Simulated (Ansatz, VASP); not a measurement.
## LiCl in VASP and in Ansatz

File INCAR:

```
SYSTEM = LiCl
ALGO = Normal ; EDIFF = 1E-6
EDIFFG = -0.005 ; ENCUT = 600
GGA = PE ; IBRION = 2
ISIF = 3 ; ISMEAR = 0
LASPH = .True. ; LCHARG = .False.
LREAL = .False. ; LWAVE = .False.
NELM = 60 ; NSW = 100
PREC = Accurate ; SIGMA = 0.02
```

File KPOINTS:

```
k-points
0
Gamma
  8 8 8
  0 0 0
```

The input POSCAR:

```
LiCl
1.0
    0.0000000000      2.5647700000      2.5647700000
    2.5647700000      0.0000000000      2.5647700000
    2.5647700000      2.5647700000      0.0000000000
Li Cl
1 1
Direct
    0.0000000000      0.0000000000      0.0000000000
    0.5000000000      0.5000000000      0.5000000000
```

Input for Ansatz:

```yaml
crystal:
  lattice:
    - [0.0, 2.56477, 2.56477]
    - [2.56477, 0.0, 2.56477]
    - [2.56477, 2.56477, 0.0]
  atoms:
    - { symbol: Li, position: [0.0, 0.0, 0.0] }
    - { symbol: Cl, position: [0.5, 0.5, 0.5] }
basis:
  ecutwfc: 420
kpoints:
  mp_grid: { grid: [8, 8, 8] }
hamiltonian:
  xc: pbe
scf:
  occupations: { method: gaussian, width: 0.02 }
output:
  forces: true
  stress: true
  eigenvalues: true
  write_density: true
  write_potential: true
  elf: true
  volumetric_format: npy
relax:
  adjacent_minimum: "off"
  f_tol: 0.005
  max_steps: 80
  cell: { stress_tol: 0.05 }
```

Alike in both runs: task relaxation of cell and atoms; functional PBE; k mesh 8 × 8 × 8; occupations gaussian, width 0.02 eV; no spin polarisation.

```csv
,VASP,Ansatz
version,VASP 6.6.1,Ansatz 0.2.0
potentials or method,"VASP PAW PBE potentials, release 64 (Li_sv, Cl)","scalar-relativistic, plane waves, PAW"
plane-wave cutoff (eV),600,420
valence electrons in the cell,10,10
```

Ansatz gave:

- gap on the k mesh at the Fermi level, each at its own relaxed structure (eV): 6.26
- relaxed volume (Å³/atom): 17.08
- relaxed cell length with the largest relative difference (Å): 3.642

Estimate VASP's values.

gap on the k mesh at the Fermi level, each at its own relaxed structure (eV): 6.29; relaxed volume (Å³/atom): 17.01; relaxed cell length with the largest relative difference (Å): 3.637.

Caveats: the cutoff is under 1.25 times the usual one of these potentials, so pressure, stress and relaxed cells hold a basis-set (Pulay) error (VASP). Zero-point motion and thermal expansion aren't in these numbers. PBE usually gives volumes a little too large and moduli too small.
